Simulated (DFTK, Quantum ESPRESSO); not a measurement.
This is a calculation of HfN for Quantum ESPRESSO 7.5. 

File pw.in:

```
&CONTROL
  calculation = 'scf'
  prefix = 'pwscf'
  outdir = './tmp'
  pseudo_dir = './pseudo'
  tprnfor = .true.
  tstress = .true.
  disk_io = 'nowf'
/
&SYSTEM
  ibrav = 0
  nat = 2
  ntyp = 2
  ecutwfc = 45
  ecutrho = 360
  nbnd = 15
  occupations = 'smearing'
  smearing = 'fd'
  degauss = 0.00367493
/
&ELECTRONS
  conv_thr = 4d-10
  electron_maxstep = 120
  mixing_beta = 0.5
/
ATOMIC_SPECIES
Hf   178.4900 hf_pbesol_v1.uspp.F.UPF
N     14.0070 n_pbesol_v1.2.uspp.F.UPF
CELL_PARAMETERS angstrom
   0.0000000000    2.2560000000    2.2560000000
   2.2560000000    0.0000000000    2.2560000000
   2.2560000000    2.2560000000    0.0000000000
ATOMIC_POSITIONS crystal
Hf     0.0000000000    0.0000000000    0.0000000000
N      0.5000000000    0.5000000000    0.5000000000
K_POINTS automatic
10 10 10 0 0 0
```

Potentials or basis: GBRV 1.5 PBEsol.

Launch:

```bash
$ OMP_NUM_THREADS=1 mpirun -n 2 pw.x -nk 2 -in pw.in > pw.out
```

Q: What does the same run look like in DFTK 0.8.2? Potentials or basis there: SG15 1.2 (PBE), cutoff 1225 eV.

A: As run (cutoffs and basis follow the program's own potentials, and thresholds, step limits or extra output files can differ):

Contents of run.jl:

```julia
using DFTK
using PseudoPotentialData
using Unitful, UnitfulAtomic
using LinearAlgebra, Printf
include("save.jl")
disable_threading()

# lattice vectors are the columns
lattice = austrip(1u"Å") * [           0.0          2.256          2.256;
                    2.256            0.0          2.256;
                    2.256          2.256            0.0]
symbols   = [:Hf, :N]
positions = [[0.0, 0.0, 0.0],
             [0.5, 0.5, 0.5]]
pseudopotentials = Dict(:Hf => "Hf.upf", :N => "N.upf")
elements = Dict(s => ElementPsp(s, pseudopotentials; rcut=10.0) for s in unique(symbols))
atoms    = [elements[s] for s in symbols]

build_model(lattice, positions; symmetries=true) =
    model_DFT(lattice, atoms, positions;
              functionals=PBEsol(),
              temperature=austrip(0.05u"eV"),
              smearing=Smearing.FermiDirac(),
              symmetries)
Ecut  = 45.0  # hartree
kgrid = [10, 10, 10]
tol   = 1e-6
to_GPa = ustrip(uconvert(u"GPa", 1u"hartree/bohr^3"))

model = build_model(lattice, positions)
basis = PlaneWaveBasis(model; Ecut, kgrid)
display(basis)
scfres = self_consistent_field(basis;
                               tol,
                               nbandsalg=AdaptiveBands(model; n_bands_converge=20))
display(scfres.energies)
@printf "Fermi level: %.6f eV\n" ustrip(auconvert(u"eV", something(scfres.εF, NaN)))
forces = compute_forces_cart(scfres)
println("Forces (eV/Å)")
for (s, f) in zip(symbols, forces)
    @printf "%-3s %12.6f %12.6f %12.6f\n" s ustrip.(auconvert.(u"eV/Å", f))...
end
stress = compute_stresses_cart(scfres)
println("Stress (GPa)")
display(round.(stress * to_GPa; digits=4))
println("Levels at the first k-point (eV): ", round.(ustrip.(auconvert.(u"eV", scfres.eigenvalues[1][1:scfres.n_bands_converge])); digits=4))
save_scf!(scfres; forces, stress)
```

Potentials or basis: SG15 1.2 (PBE).

Run with:

```sh
$ julia --threads=1 run.jl  # save.jl only writes the numbers to a file and isn't shown; printed stress counts tension as positive; times include loading and compiling
```

Both were run:

|  | Quantum ESPRESSO | DFTK |
| --- | --- | --- |
| Pressure | -2.8 GPa | -1.8 GPa |

The potentials hold 17 and 31 valence electrons a cell.

DFTK's potentials were made for PBE.

Pressure is positive in compression.
